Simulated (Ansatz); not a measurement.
# Ir (omega type): how the settings move a single-point run

Aim: see which settings change the result for Ir (omega type), by how much, and at what cost.

Program: Ansatz 0.2.0. Level of theory: reference: DFT, PBE, all-electron LAPW, scalar-relativistic. These are calculated values, not measurements.

## Step 1: The structure to begin with

It takes space group P6/mmm (No. 191, hexagonal). Conventional cell: a = 4.312 Å, b = 4.312 Å, c = 2.649 Å, α = 90.00°, β = 90.00°, γ = 120.00°. Ir (site symmetry 6/mmm) is surrounded by 14 Ir at 2.65 to 2.82 Å. Ir (site symmetry -6m2) has 11 Ir at 2.49 to 2.82 Å as nearest neighbours.

Coordinates:

```cif
data_structure
_symmetry_space_group_name_H-M 'P 1'
_symmetry_Int_Tables_number 1
_cell_length_a 4.3119
_cell_length_b 4.3119
_cell_length_c 2.6495
_cell_angle_alpha 90.000
_cell_angle_beta 90.000
_cell_angle_gamma 120.000
_cell_volume 42.66
loop_
_atom_site_label
_atom_site_type_symbol
_atom_site_fract_x
_atom_site_fract_y
_atom_site_fract_z
_atom_site_occupancy
Ir1 Ir 0.00000 0.00000 0.00000 1
Ir2 Ir 0.33333 0.66667 0.50000 1
Ir3 Ir 0.66667 0.33333 0.50000 1
```

## Step 2: Reference

The input, input.yaml:

```yaml
crystal:
  lattice:
    - [4.3118554429, 0.0, 0.0]
    - [-2.1559277214, 3.734176351, 0.0]
    - [0.0, 0.0, 2.6494535959]
  atoms:
    - { symbol: Ir, position: [0.0, 0.0, 0.0] }
    - { symbol: Ir, position: [0.3333333333, 0.6666666667, 0.5] }
    - { symbol: Ir, position: [0.6666666667, 0.3333333333, 0.5] }
kpoints:
  mp_grid: { grid: [8, 8, 11] }
scf:
  occupations: { method: fermi_dirac, width: 0.08 }
hamiltonian:
  xc: pbe
  pseudopotentials: { kind: all_electron, lapw: { basis_error: 0.001 } }
output:
  forces: true
  stress: true
  eigenvalues: true
  populations: true
```

Command:

```bash
$ ansatz run input.yaml --threads 1 --pin off --max-ram 3072MiB --backend cpu --events-out ev --progress --plain --runs-dir out
```

## Step 3: Changing settings: dr2_threshold 1.0e-08, scf.algorithm density_mixing, hubbard.sites [{species: Ir, l: d, u_eff: 2.0}], hubbard.double_counting fll

input.yaml, as its differences from that of step 2:

```diff
@@ -13,2 +13,4 @@
   occupations: { method: fermi_dirac, width: 0.08 }
+  convergence: { dr2_threshold: 1.0e-08 }
+  algorithm: density_mixing
 hamiltonian:
@@ -16,2 +18,3 @@
   pseudopotentials: { kind: all_electron, lapw: { basis_error: 0.001 } }
+  hubbard: { sites: [{ species: Ir, l: d, u_eff: 2.0 }], double_counting: fll }
 output:
```

## Step 4: Changed: occupations.width 0.005

input.yaml, as its differences from that of step 2:

```diff
@@ -12,3 +12,3 @@
 scf:
-  occupations: { method: fermi_dirac, width: 0.08 }
+  occupations: { method: fermi_dirac, width: 0.005 }
 hamiltonian:
```

**Question.** What will these runs give? Wanted: for each run, ending; energy change; pressure; gap; force.

As calculated:

| run | ending | energy change | pressure (GPa) | gap (eV) | force (eV/Å) | cycles | time |
| --- | --- | --- | --- | --- | --- | --- | --- |
| reference | converged | 0 | 18.6 | 0.00 | 0.00 | 11 | 89 s |
| 1: dr2_threshold 1.0e-08, scf.algorithm density_mixing, hubbard.sites [{species: Ir, l: d, u_eff: 2.0}], hubbard.double_counting fll | converged | +1.66 eV/atom (U changed: no physical gain or loss) | 17.6 | 0.00 | 0.00 | 12 | 1.9 min |
| 2: occupations.width 0.005 | converged | +1.5 meV/atom (σ→0) | 18.4 | 0.00 | 0.00 | 11 | 89 s |

Residual by cycle in the longest SCF loop of each run; runs are numbered as in the table. The quantity is the density residual dr2, in eV.

| cycle | reference | run 1 | run 2 |
| --- | --- | --- | --- |
| 1 | 0.178 | 0.138 | 0.165 |
| 2 | 0.0473 | 0.0298 | 0.0406 |
| 3 | 0.131 | 0.108 | 0.111 |
| 4 | 0.0133 | 0.0178 | 0.0138 |
| 5 | 0.00364 | 0.00205 | 0.00395 |
| 6 | 3.5e-4 | 5.1e-4 | 4.2e-4 |
| 7 | 4.5e-5 | 4.5e-5 | 5.8e-5 |
| 8 | 1.3e-5 | 8.2e-6 | 1.7e-5 |
| 9 | 4.0e-7 | 3.3e-7 | 1.0e-6 |
| 10 | 3.1e-7 | 1.8e-8 | 8.5e-7 |
| 11 | 2.2e-8 | 1.2e-8 | 9.4e-8 |
| 12 | - | 1.6e-9 | - |

«occupations.width 0.005» moves the energy by +1.5 meV/atom. A changed U is a change of model: its shifts are not errors of convergence. The structure is not at rest: the sound run finds 19 GPa, so these are no properties of the relaxed crystal. 
